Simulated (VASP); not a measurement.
Runs of VASP 6.6.1 on Mn. The structure is trigonal, space group R-3m (No. 166). The conventional cell has a = 3.237 Å, b = 3.237 Å, c = 9.003 Å, α = 90.00°, β = 90.00°, γ = 120.00°. Mn (site symmetry 3m) is surrounded by 3 Mn at 2.17 Å. The cell was built by a generator and needn't be a form met in nature.

| task | cell | k mesh | cutoff (eV) | mesh quality | gap on the mesh (eV) | pressure (GPa) | relaxed volume (Å³/atom) |
| --- | --- | --- | --- | --- | --- | --- | --- |
| relaxation of cell and atoms | relaxed | 6 × 6 × 6 | 600 | coarse | none | 0.5 | 10.69 |
| relaxation of cell and atoms | relaxed | 14 × 14 × 14 | 600 | not flagged | none | 0.1 | 15.22 |
| single point | Fd-3m, 15.17 Å³/atom | 14 × 14 × 14 | 520 | not flagged | none | 0.5 | - |
| single point | R-3m, 10.72 Å³/atom | 6 × 6 × 6 | 520 | coarse | none | (a) | - |

Alike in all rows: level PBE; potentials or basis VASP PAW PBE potentials, release 64 (Mn_pv); no spin polarisation; smearing gaussian 0.1 eV.

**Question.** Estimate the missing entries.

**Answer.** (a) 0.0.

Caveats: some runs use coarse meshes; the run has no spin polarisation, though such a crystal can be magnetic; the volume moved by over 15 % at a fixed basis, so the end points are rough (some runs).

A gap of «none» marks a metal or a gap under the smearing width.
